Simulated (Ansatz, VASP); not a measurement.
## One calculation of Cr, two programs

```
Cr
1.0
    -1.44195    1.44195    1.44195
     1.44195   -1.44195    1.44195
     1.44195    1.44195   -1.44195
Cr
1
Direct
  0.00000 0.00000 0.00000
```

Alike in both runs: task single point; functional PBEsol; k mesh 26 × 26 × 26; occupations gaussian, width 0.15 eV; no spin polarisation.

```csv
,VASP,Ansatz
version,VASP 6.6.1,Ansatz 0.2.0
potentials or method,"VASP PAW PBE potentials, release 64 (Cr_pv)","scalar-relativistic, plane waves, PAW"
plane-wave cutoff (eV),520,420
valence electrons in the cell,12,14
```

|  | VASP | Ansatz | Ansatz less VASP |
| --- | --- | --- | --- |
| gap on the k mesh at the Fermi level (eV) | none | none | - |
| pressure (GPa) | -18.1 | -17.6 | +0.45 |

A gap of «none» marks a metal or a gap that the smearing closes. The two sets of potentials don't hold the same shells in valence.

Caveats: so large a pressure means that the cell lies far from this level's equilibrium, or that cutoff or potentials fall short (VASP); the potentials were made for another functional, which shifts forces and pressure (VASP); the run has no spin polarisation, though such a crystal can be magnetic. Spin polarisation is off, so any magnetic state and its effect on volume and gap are missing.
